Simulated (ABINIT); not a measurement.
Crystal: Ge.

```xyz
8
Lattice="4.0031 0.0000 0.0000 -2.0016 3.4668 0.0000 0.0000 0.0000 13.1567" Properties=species:S:1:pos:R:3 pbc="T T T"
Ge    0.0000    2.3112    2.0517
Ge    2.0016    1.1556   11.1050
Ge    2.0016    1.1556    8.6300
Ge    0.0000    2.3112    4.5267
Ge    0.0000    0.0000    1.2255
Ge    0.0000    0.0000   11.9312
Ge    0.0000    0.0000    7.8039
Ge    0.0000    0.0000    5.3528
```

This isn't the form of Ge at room conditions, which is diamond.

| Item | Value |
| --- | --- |
| Program | ABINIT 10.8.3 (patched build) |
| Task | relaxation of cell and atoms |
| Functional | PBE |
| Dispersion | D2 |
| Potentials or basis | JTH PAW PBE v2.0 |
| Cutoff | 599 eV |
| k mesh | 4 × 4 × 1 |
| Occupations | fermi-dirac, width 0.05 eV |
| Spin | no spin polarisation |

At the start: pressure -0.4 GPa; volume 22.82 Å³/atom.

Problem. Where does the relaxation end?

Solution. Over 8 steps the energy falls by 6.0 meV/atom and the volume is 22.51 Å³/atom (-1.4 %); space group P6_3/mmc (No. 194, to 0.05 Å).

The path:
```tsv
step	energy change (eV)	largest force (eV/Å)	pressure (GPa)	volume (Å³)
1	0.0000	0.0559	-0.39	182.59
2	-0.0061	0.0064	-0.35	182.37
3	-0.0324	0.2316	0.04	180.40
4	-0.0439	0.1332	0.11	179.94
5	-0.0463	0.0940	0.10	179.68
6	-0.0478	0.0034	0.06	179.97
7	-0.0478	0.0054	0.08	179.88
8	-0.0479	0.0039	0.02	180.09
```

Final structure:
```
Ge
1.0
     4.03159    0.00000    0.00000
    -2.01580    3.49146    0.00000
     0.00000    0.00000   12.79432
Ge
8
Direct
  0.33333 0.66667 0.15373
  0.66667 0.33333 0.84627
  0.66667 0.33333 0.65373
  0.33333 0.66667 0.34627
  0.00000 0.00000 0.09503
  0.00000 0.00000 0.90497
  0.00000 0.00000 0.59503
  0.00000 0.00000 0.40497
```

Caveat: the k mesh is coarse (spacing up to 0.48 Å⁻¹), so the values aren't converged; the atomic spheres overlap.
